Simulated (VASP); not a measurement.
A run of VASP 6.6.1 is set up as follows.

File INCAR:

```
ALGO = Normal ; EDIFF = 1E-6
EDIFFG = -0.005 ; ENCUT = 600
IBRION = 2 ; ISIF = 3
ISMEAR = 1 ; LASPH = T
LCHARG = F ; LMIXTAU = T
LREAL = F ; LWAVE = F
METAGGA = R2SCAN ; NELM = 120
NSW = 60 ; PREC = Accurate
SIGMA = 0.1
```

KPOINTS

```
k-points
0
Gamma
  18 18 10
```

The input POSCAR:

```
Zn
1.0
    2.6200000000      0.0000000000      0.0000000000
   -1.3100000000      2.2689865600      0.0000000000
    0.0000000000      0.0000000000      4.8000000000
Zn
2
Direct
    0.3333333300      0.6666666700      0.2500000000
    0.6666666700      0.3333333300      0.7500000000
```

Potentials or basis: VASP PAW PBE potentials, release 64 (Zn).

Launch:

```console
$ cat potpaw_PBE.64/Zn/POTCAR > POTCAR
$ mpirun -np 1 vasp_std > vasp.out
```

Task: What does it give for the space group after relaxing (to 0.05 Å)?

Result: P6_3/mmc (No. 194).

Task: Predict the relaxed cell.

Result: a = 2.600 Å, b = 2.600 Å, c = 4.984 Å, α = 90.00°, β = 90.00°, γ = 120.00°.

Task: What does it give for the relaxed volume?

Result: 14.58 Å³/atom.

The path:
| step | energy change (eV) | largest force (eV/Å) | pressure (GPa) | volume (Å³) |
| --- | --- | --- | --- | --- |
| 1 | 0.0000 | 0.0000 | 0.68 | 28.53 |
| 2 | -0.0053 | 0.0000 | 0.15 | 28.79 |
| 3 | -0.0090 | 0.0000 | -0.48 | 29.27 |
| 4 | -0.0094 | 0.0000 | 0.39 | 29.04 |
| 5 | -0.0095 | 0.0000 | 0.18 | 29.10 |
| 6 | -0.0095 | 0.0000 | 0.03 | 29.14 |
| 7 | -0.0095 | 0.0000 | 0.04 | 29.15 |
| 8 | -0.0094 | 0.0000 | -0.02 | 29.17 |

Caveat: the PAW data sets were made with another functional, which shifts forces and pressure a little.
